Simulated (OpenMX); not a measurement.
The system is CuAu.

```
Au Cu
1.0
     1.44306    0.83315    4.25617
    -1.44306    0.83315    4.25617
     0.00000   -1.66630    4.25617
Au Cu
1 1
Direct
  0.00000 0.00000 0.00000
  0.50000 0.50000 0.50000
```

The cell comes from a database or a generator and needn't be the stable form of this composition.

Program: OpenMX 3.8.5. Alike in all runs: task single point; potentials or basis OpenMX 2013 PBE set, Au7.0-s3p2d2f1, Cu6.0H-s3p2d2, grid cutoff 500 Ry; no spin polarisation; cell as given; k mesh 9 × 9 × 9; smearing fermi-dirac 0.05 eV.

Q: Order these runs on this cell by their pressure, lowest first.
A. level PBE+D4
B. level PBE
C. level PBE+D3

A: C (-1.5 GPa), A (0.2 GPa), B (5.4 GPa).

Caveats: the basis of atomic orbitals isn't converged, which shifts pressures, moduli and gaps; pairwise dispersion overbinds metals, which lowers pressure and volume (some runs).
